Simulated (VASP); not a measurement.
# Tb (Fm-3m) in VASP: single point with PBE

Aim: the single point of Tb with PBE.

Program: VASP 6.6.1. These are calculated values, not measurements. Logs are shortened: lines on timing, memory, paths and dates and some standing lists are left out, and cuts for length are marked.

## (1) Starting point

Symmetry: Fm-3m, No. 225, cubic system. Conventional cell: a = 5.040 Å, b = 5.040 Å, c = 5.040 Å, α = 90.00°, β = 90.00°, γ = 90.00°. Tb (site symmetry m-3m) has 12 Tb at 3.56 Å as nearest neighbours.

This isn't the form of Tb at room conditions, which is hcp.

## (2) Single point, PBE, collinear spin, ferromagnetic start

Input file run.py:

```python
from ase.calculators.vasp import Vasp
from ase.dft.bandgap import bandgap
from ase.io import read

atoms = read('Tb.xyz')
atoms.set_initial_magnetic_moments([6.0])
calc = Vasp(
    directory='calc',
    xc='pbe',
    pp='PBE',
    setups='minimal',
    prec='Accurate',
    encut=500,
    ediff=1e-07,
    ismear=0,
    sigma=0.05,
    lreal=False,
    lasph=True,
    nelm=150,
    algo='Normal',
    isif=2,
    lwave=False,
    lcharg=False,
    ispin=2,
    lorbit=11,
    lmaxmix=6,
    kpts=[9, 9, 9],
    gamma=True,
)
atoms.calc = calc

print('energy (eV):', atoms.get_potential_energy())
print('free energy (eV):', atoms.get_potential_energy(force_consistent=True))
print('forces (eV/A):')
print(atoms.get_forces())
print('stress (eV/A^3, Voigt):', atoms.get_stress())
print('Fermi level (eV):', calc.get_fermi_level())
print('moment (muB):', atoms.get_magnetic_moment())
print('site moments (muB):', atoms.get_magnetic_moments())
gap, top, bottom = bandgap(calc)
print('band gap (eV):', gap, 'from (spin, k, band)', top, 'to', bottom)
```

Input file Tb.xyz:

```xyz
1
Lattice="0.0000000000 2.5199650902 2.5199650902 2.5199650902 0.0000000000 2.5199650902 2.5199650902 2.5199650902 0.0000000000" Properties=species:S:1:pos:R:3 pbc="T T T"
Tb     0.0000000000      0.0000000000      0.0000000000
```

Potentials or basis: VASP PAW PBE potentials, release 64 (Tb).

On the command line:

```
python run.py
```

The log of the run:

```text
energy (eV): -9.53121128
free energy (eV): -9.53457093
forces (eV/A):
[[ 0. -0. -0.]]
stress (eV/A^3, Voigt): [ 0.00034096  0.00034096  0.00034096 -0.          0.         -0.        ]
Fermi level (eV): 2.90648869
moment (muB): 5.863697
site moments (muB): [5.696]
band gap (eV): 0.0 from (spin, k, band) (None, None, None) to (None, None, None)
```

OUTCAR:

```text
ENCUT = 500.000000
   EDIFF = 1.00e-07
   GGA = PE
   PREC = Accurate
   ISIF = 2
   ISMEAR = 0
   ISPIN = 2
   LORBIT = 11
   NELM = 150
   LASPH = .TRUE.
   LREAL = .FALSE.

 ion  position               nearest neighbor table
   1  0.000  0.000  0.000-

  LATTYP: Found a face centered cubic cell.
 ALAT       =     5.0399301804

  Lattice vectors:

 A1 = (   0.0000000000,   2.5199650902,   2.5199650902)
 A2 = (   2.5199650902,   0.0000000000,   2.5199650902)
 A3 = (   2.5199650902,   2.5199650902,   0.0000000000)

Analysis of symmetry for initial positions (statically):
=====================================================================
 Subroutine PRICEL returns:
 Original cell was already a primitive cell.

 Routine SETGRP: Setting up the symmetry group for a
 face centered cubic supercell.

 Subroutine GETGRP returns: Found 48 space group operations
 (whereof 48 operations were pure point group operations)
 out of a pool of 48 trial point group operations.

The static configuration has the point symmetry O_h .

Analysis of symmetry for dynamics (positions and initial velocities):
=====================================================================
 Subroutine PRICEL returns:
 Original cell was already a primitive cell.

 Routine SETGRP: Setting up the symmetry group for a
 face centered cubic supercell.

 Subroutine GETGRP returns: Found 48 space group operations
 (whereof 48 operations were pure point group operations)
 out of a pool of 48 trial point group operations.

The dynamic configuration has the point symmetry O_h .

Analysis of structural, dynamic, and magnetic symmetry:
=====================================================================
 Subroutine PRICEL returns:
 Original cell was already a primitive cell.

 Routine SETGRP: Setting up the symmetry group for a
 face centered cubic supercell.

 Subroutine GETGRP returns: Found 48 space group operations
 (whereof 48 operations were pure point group operations)
 out of a pool of 48 trial point group operations.

The overall configuration has the point symmetry O_h .

 Subroutine INISYM returns: Found 48 space group operations
 (whereof 48 operations are pure point group operations),
 and found     1 'primitive' translations

----------------------------------------------------------------------------------------

                                     Primitive cell

  volume of cell :      32.0047

  direct lattice vectors                    reciprocal lattice vectors
     0.000000000  2.519965090  2.519965090    -0.198415447  0.198415447  0.198415447
     2.519965090  0.000000000  2.519965090     0.198415447 -0.198415447  0.198415447
     2.519965090  2.519965090  0.000000000     0.198415447  0.198415447 -0.198415447

  length of vectors
     3.563768807  3.563768807  3.563768807     0.343665635  0.343665635  0.343665635

  position of ions in fractional coordinates (direct lattice)
     0.000000000  0.000000000  0.000000000

  ion indices of the primitive-cell ions
   primitive index   ion index
                 1           1

----------------------------------------------------------------------------------------

 KPOINTS: KPOINTS created by Atomic Simulation Env

Automatic generation of k-mesh.
 Grid dimensions read from file:
[... 49 lines left out ...]
   total plane-waves  NPLWV =  21952
   dimension x,y,z NGX =    28 NGY =   28 NGZ =   28
   dimension x,y,z NGXF=    56 NGYF=   56 NGZF=   56
   ions per type =               1
   NGX,Y,Z   is equivalent  to a cutoff of  13.06, 13.06, 13.06 a.u.
   NGXF,Y,Z  is equivalent  to a cutoff of  26.12, 26.12, 26.12 a.u.
 SYSTEM =  unknown system
   PREC   = accura    normal or accurate (medium, high low for compatibility)
   ISTART =      0    job   : 0-new  1-cont  2-samecut
   ICHARG =      2    charge: 1-file 2-atom 10-const
   ISPIN  =      2    spin polarized calculation?
   LNONCOLLINEAR =      F non collinear calculations
   LSORBIT =      F    spin-orbit coupling
   LASPH  =      T    aspherical Exc in radial PAW
   ENCUT  =  500.0 eV  36.75 Ry    6.06 a.u.   6.50  6.50  6.50*2*pi/ulx,y,z
   NELM   =    150;   NELMIN=  2; NELMDL= -5     # of ELM steps
   EDIFF  = 0.1E-06   stopping-criterion for ELM
   LREAL  =      F    real-space projection
   EDIFFG = 0.1E-05   stopping-criterion for IOM
   NSW    =      0    number of steps for IOM
   IBRION =     -1    ionic relax: 0-MD 1-quasi-New 2-CG
   NFREE  =      0    steps in history (QN), initial steepest desc. (CG)
   ISIF   =      2    stress and relaxation
   ISYM   =      2    0-nonsym 1-usesym 2-fastsym
   POTIM  = 0.5000    time-step for ionic-motion
   TEBEG  =    0.0;   TEEND  =   0.0 temperature during run
   PSTRESS=    0.0 pullay stress
   NELECT =      19.0000    total number of electrons
   NUPDOWN=      -1.0000    fix difference up-down
   EMIN   =  10.00;   EMAX   =-10.00  energy-range for DOS
   EFERMI =   0.00;   METHOD = LEGACY
   ISMEAR =     0;   SIGMA  =   0.05  broadening in eV -4-tet -1-fermi 0-gaus
   EFERMI_NEDOS =   21; number of points for ismear=-14 and -15
   IALGO  =     38    algorithm
   IMIX   =      4    mixing-type and parameters
     AMIX     =   0.40;   BMIX     =  1.00
     AMIX_MAG =   1.60;   BMIX_MAG =  1.00
  volume/ion in A,a.u.               =      32.00       215.98
  Fermi-wavevector in a.u.,A,eV,Ry     =   1.375904  2.600082 25.757355  1.893112
  Thomas-Fermi vector in A             =   2.501197
   LORBIT       =     11    0 simple, 1 ext, 2 COOP (PROOUT), +10 PAW based schemes
   GGA     = PE    functional components
   LHFCALC =     F    Hartree Fock is set to
   AEXX    =    0.0000 exact exchange contribution
   IVDW    =     0    specifies the selected vdW correction
   LEPSILON=     F    determine dielectric tensor
   LRPA    =     F    only Hartree local field effects (RPA)
 spin polarized calculation
 Gauss-broadening in eV      SIGMA  =   0.05
  energy-cutoff  :      500.00
  volume of cell :       32.00
 maximum number of plane-waves:       869
 NGX is ok and might be reduce to    28
   NGX = 13   NGY = 13   NGZ = 13

 number of electron      19.0000007 magnetization       5.8636970

 Free energy of the ion-electron system (eV)
  ---------------------------------------------------
  ext. energy  EPLUGINS =         0.00000000
  ---------------------------------------------------
  free energy    TOTEN  =        -9.53457093 eV

  energy without entropy =       -9.52785164  energy(sigma->0) =       -9.53121128

 E-fermi :   2.9065     XC(G=0): -10.1046

 val. band max:        2.8958175506   @ k =   0.3333   0.2222   0.0000
 cond. band min:       2.9081502801   @ k =  -0.4444   0.3333   0.1111
 fundamental gap:      0.0123327295
 Fermi energy:         2.9064886941

 spin component 1

 k-point     1 :       0.0000    0.0000    0.0000
  band No.  band energies     occupation
      1     -43.2018      1.00000
      2     -19.4552      1.00000
      3     -19.4552      1.00000
      4     -19.4552      1.00000
      5      -2.0368      1.00000
      6      -1.2706      1.00000
[... 435 lines left out ...]
      5      -1.2974      1.00000
      6      -1.2778      1.00000
[... 8 lines left out ...]
     15       8.6506      0.00000
     16       8.8862      0.00000

 [... further k-points ...]

 spin component 2

 k-point     1 :       0.0000    0.0000    0.0000
  band No.  band energies     occupation
      1     -40.6307      1.00000
      2     -17.5602      1.00000
      3     -17.5602      1.00000
      4     -17.5601      1.00000
      5      -1.7077      1.00000
      6       2.5053      1.00000
[... 435 lines left out ...]
      5       1.2774      1.00000
      6       2.3075      1.00000
[... 8 lines left out ...]
     15       9.7114      0.00000
     16       9.7431      0.00000

 [... further k-points ...]
[... 5 lines left out ...]
  --------------------------------------------------------------------------------------
  -------------------------------------------------------------------------------------
  Total       -0.0109124     -0.0109124     -0.0109124      0.0000000      0.0000000     -0.0000000
  in kB       -0.5462827     -0.5462827     -0.5462827      0.0000000      0.0000000     -0.0000000
  external PRESSURE =      -0.5462827 kB  Pullay stress =       0.0000000 kB

 VOLUME and BASIS-vectors are now :
 -----------------------------------------------------------------------------
  energy-cutoff  :      500.00
  volume of cell :       32.00
      direct lattice vectors                 reciprocal lattice vectors
     0.000000000  2.519965090  2.519965090    -0.198415447  0.198415447  0.198415447
     2.519965090  0.000000000  2.519965090     0.198415447 -0.198415447  0.198415447
     2.519965090  2.519965090  0.000000000     0.198415447  0.198415447 -0.198415447

 POSITION                                       TOTAL-FORCE (eV/Angst)
 -----------------------------------------------------------------------------------
      0.00000      0.00000      0.00000         0.000000     -0.000000     -0.000000
 -----------------------------------------------------------------------------------
    total drift:                               -0.000000     -0.000000     -0.000000

  FREE ENERGIE OF THE ION-ELECTRON SYSTEM (eV)
  ---------------------------------------------------
  free  energy   TOTEN  =        -9.5345709265 eV

  energy  without entropy=       -9.5278516419  energy(sigma->0) =       -9.53121128

 total charge

# of ion       s       p       d       f       tot
--------------------------------------------------
    1        2.088   5.595   0.516   8.115  16.314

 magnetization (x)

# of ion       s       p       d       f       tot
--------------------------------------------------
    1        0.001  -0.050   0.064   5.682   5.696
```

INCAR:

```text
ENCUT = 500.000000
SIGMA = 0.050000
EDIFF = 1.00e-07
ALGO = Normal
GGA = PE
PREC = Accurate
ISIF = 2
ISMEAR = 0
ISPIN = 2
LMAXMIX = 6
LORBIT = 11
NELM = 150
LASPH = .TRUE.
LCHARG = .FALSE.
LWAVE = .FALSE.
LREAL = .FALSE.
MAGMOM = 1*6.0000
```

Run time: 3.9 min. Hardware: 1 thread of Intel Xeon Platinum 8488C (Sapphire Rapids), shared host; peak memory 0.21 GiB.

Results:

```yaml
Free_energy: -9.5346 eV
Pressure: -0.1 GPa
Band_gap_on_the_k_mesh: none (metal or under the smearing width)
Net_moment: 5.86 μB per cell
Site_moments: Tb +5.70 μB
Valence_electrons_inside_the_program's_atomic_spheres: Tb 16.31
```

Levels at points of the mesh, in eV from the Fermi level:
Spin up:
| k point | band 8 | band 9 | band 10 | band 11 | band 12 | band 13 | band 14 | band 15 | band 16 |
| --- | --- | --- | --- | --- | --- | --- | --- | --- | --- |
| (0.00, 0.00, 0.00) | -4.18 | -4.09 | -4.09 | -4.09 | -3.44 | 1.86 | 1.86 | 1.86 | 4.06 |
Spin down:
| k point | band 4 | band 5 | band 6 | band 7 | band 8 | band 9 |
| --- | --- | --- | --- | --- | --- | --- |
| (0.00, 0.00, 0.00) | -20.47 | -4.61 | -0.40 | 0.13 | 0.13 | 0.13 |

Caveat: the magnetic or orbital state may not be the lowest; spin-orbit coupling is left out, which moves the levels of the heavy elements. The state reached can hang on the start; a lower one may exist.

## (3) The reference run

An earlier run on the cell as given: functional PBE; potentials or basis VASP PAW PBE potentials, release 64 (Tb); cutoff 520 eV; k mesh 9 × 9 × 9; occupations fermi-dirac, width 0.05 eV; collinear spin, ferromagnetic start; starting moments [6.0] μB.

* Pressure: 0.1 GPa
* Band gap on the k mesh: none (metal or under the smearing width)
* Net moment: 5.87 μB per cell
* Site moments: Tb +5.70 μB
* Valence electrons inside the program's atomic spheres: Tb 16.32
